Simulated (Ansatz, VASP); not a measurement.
**Sb in VASP and in Ansatz**

```
Sb
1.0
     2.15060    1.24165    3.74400
    -2.15060    1.24165    3.74400
     0.00000   -2.48330    3.74400
Sb
2
Cartesian
  0.0000 0.0000 2.6242
  0.0000 0.0000 8.6078
```

Alike in both runs: task single point; functional PBE; k mesh 9 × 9 × 9; occupations fermi-dirac, width 0.05 eV; no spin polarisation.

|  | VASP | Ansatz |
| --- | --- | --- |
| version | VASP 6.6.1 | Ansatz 0.2.0 |
| potentials or method | VASP PAW PBE potentials, release 64 (Sb), cutoff 520 eV | all-electron LAPW, non-relativistic |

```csv
,VASP,Ansatz,Ansatz less VASP
pressure (GPa),3.2,3.4,+0.15
largest component of the traceless stress (GPa),0.36,0.69,+0.322
rms of the force components (eV/Å),0.141,0.199,+0.0580
```

Atom by atom the forces differ by 0.058 eV/Å (rms over components). Ansatz ran all-electron here, so the differences hold the error of VASP's frozen core and of both bases.
